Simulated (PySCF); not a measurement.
A species of formula C3H4N2 has this rotational fingerprint, computed with PBE0/pcSseg-1 in PySCF (dipole) on a GFN2-xTB geometry, gas phase:

```
Rotational constants : A = 13295, B = 3687, C = 2889 MHz
Dipole components    : |μa| = 5.21 D, |μb| = 0.52 D, |μc| = 0.55 D
Inertial defect      : -0.15 u·Å²
κ                    : -0.85
```

**Question.** Which candidate fits, each taken in the one conformer that was computed?
A. Z-3-amino-2-propenenitrile, `N#C/C=C\N`
B. pyrazole, `C1=CNN=C1`

**Answer.** A. It is N#C/C=C\N, an asymmetric top. The candidates at the same level (rigid rotor, commonest isotopes):

```csv
SMILES,A (MHz),B (MHz),C (MHz),μa (D),μb (D),μc (D),Δ (u·Å²),point group,rotor
N#C/C=C\N,13295,3687,2889,5.21,0.52,0.55,-0.15,near Cs,asymmetric top
c1cn[nH]c1,9729,9652,4845,0.44,2.25,0.00,0.00,Cs,near-oblate asymmetric top
```

`c1cn[nH]c1` has B 162 % too high. No structure here is proved a minimum.

Shape of the structure used: `[N:1]#[C:2]/[CH:3]=[CH:4]\[NH2:5]`: H–N5–C4–C3 -164°, H–N5–C4–C3 -10°.
